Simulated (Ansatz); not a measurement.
## Au (hcp): energy against volume

Theory: Ansatz, DFT, PBE, plane waves (420 eV) with PAW, scalar-relativistic.

The cell is scaled uniformly from the relaxed one, with fractional coordinates and shape fixed. Energies are extrapolated to zero smearing, pressures are those at the given smearing. Magnetic state: spin not included.

A Birch-Murnaghan fit gives V₀ = 18.03 Å³/atom, B₀ = 136 GPa, B₀′ = 5.9.

(1) What are the energy above the minimum and the pressure at 16.544 Å³/atom?

(2) What are the energy above the minimum and the pressure at 17.263 Å³/atom?

(3) What are the energy above the minimum and the pressure at 18.702 Å³/atom?

Answers

(1) 63.0 meV/atom and 15.02 GPa as computed.

(2) 15.1 meV/atom and 6.66 GPa as computed.

(3) 9.9 meV/atom and -4.55 GPa as computed.
